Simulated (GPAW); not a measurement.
Runs of GPAW 26.7.0 on BN. It takes space group P6_3mc (No. 186, hexagonal). Conventional cell: a = 2.554 Å, b = 2.554 Å, c = 4.227 Å, α = 90.00°, β = 90.00°, γ = 120.00°. N (site symmetry 3m) is surrounded by 4 B at 1.57 to 1.58 Å. B (site symmetry 3m) is surrounded by 4 N at 1.57 to 1.58 Å. Measurements of this composition are mostly on another form, of space group No. 194.

```csv
task,level,potentials or basis,cell,k mesh,cutoff (eV),smearing,response ecut,eta,response k mesh,domega0,omega2,gap on the mesh (eV),pressure (GPa),relaxed volume (Å³/atom),largest force (eV/Å)
optical spectrum,RPBE,"the program's PAW data sets (release 1.2.1) made for this functional, pw",as given,10 × 10 × 5,600,fermi-dirac 0.001 eV,50 eV,0.1 eV,15 × 15 × 8,0.05 eV,10 eV,5.45,-,-,-
relaxation of cell and atoms,PBEsol,"PAW data sets generated in the run's folder for this functional, pw",relaxed,9 × 9 × 5,800,fermi-dirac 0.05 eV,-,-,-,-,-,(a),0.1,5.86,0.02
single point,PBEsol,"PAW data sets generated in the run's folder for this functional, pw",as given,12 × 12 × 6,800,fermi-dirac 0.05 eV,-,-,-,-,-,4.98,-7.1,-,0.01
relaxation of cell and atoms,SCAN,"GPAW PAW data sets (gpaw-data 1.2.1), pw",relaxed,8 × 8 × 5,800,fermi-dirac 0.05 eV,-,-,-,-,-,6.03,0.0,5.85,-
optical spectrum,LDA,"the program's PAW data sets (release 1.2.1) made for this functional, pw",as given,10 × 10 × 5,600,fermi-dirac 0.001 eV,50 eV,0.1 eV,15 × 15 × 8,0.05 eV,10 eV,5.16,-,-,-
relaxation of cell and atoms,PBEsol+D3(BJ),"PAW data sets generated in the run's folder for this functional, pw",relaxed,9 × 9 × 5,800,fermi-dirac 0.05 eV,-,-,-,-,-,4.93,0.0,5.80,0.01
relaxation of cell and atoms,PBEsol+D4,"PAW data sets generated in the run's folder for this functional, pw",relaxed,9 × 9 × 5,800,fermi-dirac 0.05 eV,-,-,-,-,-,4.93,0.0,5.81,0.01
relaxation of cell and atoms,PBEsol+D3(BJ)+ATM,"PAW data sets generated in the run's folder for this functional, pw",relaxed,9 × 9 × 5,800,fermi-dirac 0.05 eV,-,-,-,-,-,4.93,0.0,5.81,0.01
single point,PBE,"GPAW PAW data sets (gpaw-data 1.2.1), pw",as given,12 × 12 × 6,800,fermi-dirac 0.05 eV,-,-,-,-,-,(b),-1.2,-,0.02
band structure,LDA,"the program's PAW data sets (release 1.2.1) made for this functional, pw",as given,10 × 10 × 5,800,fermi-dirac 0.05 eV,-,-,-,-,-,5.18,-15.0,-,0.02
```

Alike in all rows: no spin polarisation.

Task: Estimate the missing entries.

Result: (a) 4.96; (b) 5.20.

Caveats: an odd mesh through Γ misses points on the zone boundary, where band edges often lie (some runs); later steps reuse the first step's grids (some runs); the long-wavelength limit can be off by a per cent or two (some runs); the PAW data sets were made with another functional, which shifts forces and pressure a little (some runs); the mesh misses the band edges, which the band path finds closer together (some runs).

Not every run made on this cell is shown here.
